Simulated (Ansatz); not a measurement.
LiCl (CsCl type), relaxed with r2SCAN in the PAW code Ansatz: space group Pm-3m (No. 221), cubic; conventional cell a = 3.271 Å, 17.50 Å³ an atom. Li is surrounded by 8 Cl at 2.83 Å; Cl is surrounded by 8 Li at 2.83 Å. The cell was then strained (x, y and z are the cube axes), with the atoms relaxed again; stress is positive in compression. Simulation only: spin-unpolarised, and no claim that this is the phase found in nature.

- Uniaxial +0.88 % along z, other directions held: r2SCAN's stress changes by -1.02 GPa along the strain and +0.08 GPa across it.
- Isotropic +1.76 % on every length: the pressure changes by -1.56 GPa, and the HSE06 gap (M → Γ) goes from 5.680 to 5.474 eV.

**Estimate C₁₁, C₁₂ and the bulk modulus from the uniaxial step.** With compression positive, C₁₁ ≈ −Δσ∥/ε = (+1.02)/(+0.0088) = 116 GPa and C₁₂ ≈ (-0.08)/(+0.0088) = -9 GPa; B = (C₁₁ + 2C₁₂)/3 = 33 GPa. A one-sided step carries third-order terms: it reads low by some per cent.

**What bulk modulus does the isotropic step give?** Δ ln V = 3 ln(1.0176) = +0.0523, so B ≈ −ΔP/Δ ln V = 30 GPa, against 33 GPa from C₁₁ and C₁₂; one-sided steps of finite size carry third-order terms.

**Give the volume deformation potential of that gap and its pressure coefficient.** a_V = ΔE_g/Δ ln V = (-0.206)/(+0.0523) = -3.94 eV; dE_g/dP = −a_V/B = +132 meV/GPa, with HSE06's gap and r2SCAN's modulus.

Where an edge lies off the special points, it is a point of the mesh or the k point where a search put PBE's edge or least direct gap, reused for the other functionals, whose own edges may lie a little apart.

The meshes of the hybrids are coarse, so their gaps aren't converged to the digits shown.
